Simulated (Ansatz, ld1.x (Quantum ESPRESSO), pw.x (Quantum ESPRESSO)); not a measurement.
**Mo: one change to the TM potential, in the atom and in the fcc crystal**

molybdenum (Mo), norm-conserving Troullier–Martins (Kleinman–Bylander form), made with ld1.x (Quantum ESPRESSO) 7.5 (PBE, scalar-relativistic). Core [Kr], reference 4d5 5s0 5p0 (charge +1). Waves: 5s (bound, empty): rc 2.75 bohr; 5p (bound, empty): rc 2.55 bohr; 4d (bound): rc 2.10 bohr. Local part: all-electron potential smoothed inside 2.35 bohr (lloc = -2). Core correction: none.

Change: local potential all-electron potential smoothed inside 1.20 bohr (lloc = -2).

Cutoffs, loose and tight: the cutoffs (Ry, on a coarse ladder) from which the occupation-weighted sum of valence levels, in a spherical-Bessel basis at the reference potential, stays within 10 and 1 mRy of its value at 400 Ry. They do not see the model core or the augmentation charge, which bear on the density cutoff. Test errors are all-electron minus pseudo excitation energies from the reference, over the configurations 4d5 5s1 5p0; 4d4 5s0 5p0; 4d3 5s0 5p0; 4d4 5s1 5p1; 4d5 5s0 5p1; 4d5.5 5s0.5 5p0; 4d4 5s2 5p0; variants that change the core or the reference have their own tests.

Crystal test: fcc Mo in pw.x 7.5, no spin, 14³ k-points, Fermi–Dirac smearing 0.01 Ry, cutoffs set for each file from its atomic test. The reference is all-electron LAPW (Ansatz 0.2.0) with the same functional, mesh and smearing; V0 and B0 come from Birch–Murnaghan fits to the pressures at five volumes. Errors are pseudo minus all-electron; Δ is the rms difference of the E(V) curves that follow from these fits, minima aligned, over ±6 % about the mean V0. Mesh and smearing are coarse, so the numbers serve the comparison and aren't converged zero-temperature values; the lattice is a test structure that the element need not adopt.

All-electron: a0 = 4.005 Å (V0 = 16.06 Å³/atom), B0 = 235.3 GPa.

Problem. Does the change bring the crystal closer to the all-electron result?

Solution. The mean pressure error goes from -14.82 to +52.65 GPa, so the change moves the solid further from the all-electron pressures. Neither pressure curve crosses zero within the volumes sampled, so no fits are given.

```json
{"quantity": "outcome (atom)", "base": "generated", "changed": "generated"}
{"quantity": "cutoff, loose (atom)", "base": "35 Ry", "changed": "35 Ry"}
{"quantity": "cutoff, tight (atom)", "base": "45 Ry", "changed": "45 Ry"}
{"quantity": "bound ghosts (atom)", "base": "none", "changed": "s, p"}
{"quantity": "largest test error (meV) (atom)", "base": "-142", "changed": "-72"}
{"quantity": "cutoffs in pw.x (Ry)", "base": "55/220", "changed": "55/220"}
{"quantity": "mean pressure error (GPa)", "base": "-14.82", "changed": "+52.65"}
```

Base: This is a poor potential for the solid. Changed file: This is a poor potential for the solid. Note: ghost states, extra bound levels that the all-electron valence spectrum of the same l lacks: s at -98.4 eV, p at -27.1 eV. A true bound ghost makes a file unfit for plane-wave use. The atomic cutoffs weigh occupied waves only.
